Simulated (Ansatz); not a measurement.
## Sn (Fd-3m), an elastic constant from a strain scan

All numbers below come from Ansatz, DFT PBE, scalar-relativistic, plane waves, PAW. The runs took a 420 eV cutoff, a Γ-centred 16×16×16 mesh and Gaussian smearing (0.15 eV). No spin polarisation. Energies are free energies at this smearing, counted from the undisturbed cell; pressure is positive in compression.

Reference structure (relaxed at this level):

```
Sn
1.0
     0.00000    3.32815    3.32815
     3.32815    0.00000    3.32815
     3.32815    3.32815    0.00000
Sn
2
Direct
  0.50000 0.50000 0.50000
  0.75000 0.75000 0.75000
```

The cell is strained by ε times the Voigt pattern (0, 1, 0, 0, 0, 0) (xx, yy, zz, yz, xz, xy; engineering shear) with fractional coordinates fixed. The cell holds 2 atoms in V0 = 73.73 Å³. The stress column is τ = (1/V0) dE/dε, got from the stress tensor σ (compression positive) at each point as −det(1 + εP) σ : P(1 + εP)⁻¹, with P the pattern as a tensor.

```
      ε  ΔE (meV/atom)  τ (GPa)
-0.0600         23.825   -3.577
-0.0450         13.137   -2.622
-0.0300          5.688   -1.701
-0.0150          1.353   -0.817
 0.0000          0.000    0.027
 0.0150          1.488    0.829
 0.0300          5.672    1.589
 0.0450         12.405    2.307
 0.0525         16.682    2.650
 0.0600              ?        ?
```

Question: Which combination of elastic constants does this scan measure, and how large is it?

Answer: For small ε, τ = τ0 + Kε with K = pᵀCp, which for this pattern is C11 in the cubic axes. The parabola through τ at ε = -0.0150, 0 and 0.0150 has slope K = 55 GPa at zero. The energies per cell, E = NΔE, of the same two points give K = 2[E(ε₊)/ε₊ − E(ε₋)/ε₋]/[(ε₊ − ε₋)V0] = 55 GPa, in agreement.

Question: Predict the withheld row at ε = 0.0600 from the harmonic law, and compare.

Answer: ΔE = V0(τ0 ε + Kε²/2)/N = 23.092 meV/atom and τ = 3.32 GPa. The calculation gives 21.542 meV/atom and 2.98 GPa: the energy lies 7 % below the harmonic value, as bonds soften when stretched.

In a metal these slopes depend on the k mesh and the smearing.